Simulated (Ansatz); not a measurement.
TiO2:

```
Ti O
1.0
     4.81270    0.00000    0.00000
     0.00000    4.87188    0.00000
    -0.86289    0.00000    4.96659
Ti O
4 8
Cartesian
  1.1513 0.2573 1.0586
  3.2300 2.6932 1.4247
  2.7985 4.6146 3.9080
  0.7198 2.1787 3.5419
  -0.4276 0.8622 4.2293
  3.9459 3.2981 3.2206
  4.3774 4.0097 0.7373
  0.0039 1.5738 1.7460
  1.7406 3.6911 2.3183
  2.6406 1.2552 0.1650
  2.2092 1.1808 2.6483
  1.3092 3.6167 4.8016
```

The cell comes from a database or a generator and needn't be the stable form of this composition.

| Property | Result |
| --- | --- |
| Program | Ansatz 0.2.0 |
| Task | relaxation of cell and atoms |
| Functional | PBEsol |
| Potentials or basis | Ansatz PAW |
| Cutoff | 420 eV (not typed: the program's choice for these potentials) |
| k mesh | 6 × 6 × 6 |
| Occupations | fermi-dirac, width 0.05 eV |
| Spin | no spin polarisation |
| Hubbard terms | Ti d U = 6 eV |

At the start: volume 9.70 Å³/atom.

Question: How do energy, volume and symmetry change on relaxing?

Answer: It ends after 10 steps and the volume is 9.79 Å³/atom (+0.9 %); space group P2_1/c (No. 14, to 0.05 Å).

Step by step:
| step | energy change (eV) | largest force (eV/Å) | volume (Å³) |
| --- | --- | --- | --- |
| 1 | 0.0000 | 0.4536 | 116.45 |
| 2 | -0.0280 | 0.2970 | 117.57 |
| 3 | -0.0407 | 0.2074 | 118.00 |
| 4 | -0.0555 | 0.0650 | 117.88 |
| 5 | -0.0593 | 0.0568 | 117.81 |
| 6 | -0.0640 | 0.0553 | 117.36 |
| 7 | -0.0643 | 0.0055 | 117.43 |
| 8 | -0.0701 | 0.0056 | 117.43 |
| 9 | -0.0699 | 0.0013 | 117.47 |
| 10 | -0.0701 | 0.0014 | 117.47 |

Final structure:
```yaml
crystal:
  lattice:
    - [4.84657, 0.00000, 0.00159]
    - [0.00000, 4.89764, 0.00000]
    - [-0.86732, 0.00000, 4.94859]
  atoms:
    - { symbol: Ti, position: [0.27587, 0.04591, 0.20599] }
    - { symbol: Ti, position: [0.72413, 0.54591, 0.29401] }
    - { symbol: Ti, position: [0.72413, 0.95409, 0.79401] }
    - { symbol: Ti, position: [0.27587, 0.45409, 0.70599] }
    - { symbol: O, position: [0.06801, 0.16982, 0.84798] }
    - { symbol: O, position: [0.93199, 0.66982, 0.65202] }
    - { symbol: O, position: [0.93199, 0.83018, 0.15202] }
    - { symbol: O, position: [0.06801, 0.33018, 0.34798] }
    - { symbol: O, position: [0.44649, 0.75760, 0.47663] }
    - { symbol: O, position: [0.55351, 0.25760, 0.02337] }
    - { symbol: O, position: [0.55351, 0.24240, 0.52337] }
    - { symbol: O, position: [0.44649, 0.74240, 0.97663] }
```

Caveat: the plane-wave basis is chosen anew once the cell has moved, so the energies of steps on either side of that aren't comparable; the pressure holds a Pulay correction of +0.8 GPa for the finite cutoff; the PAW data sets come from PBE, with cores solved anew for the run's functional, which leaves a small shift of forces and pressure.
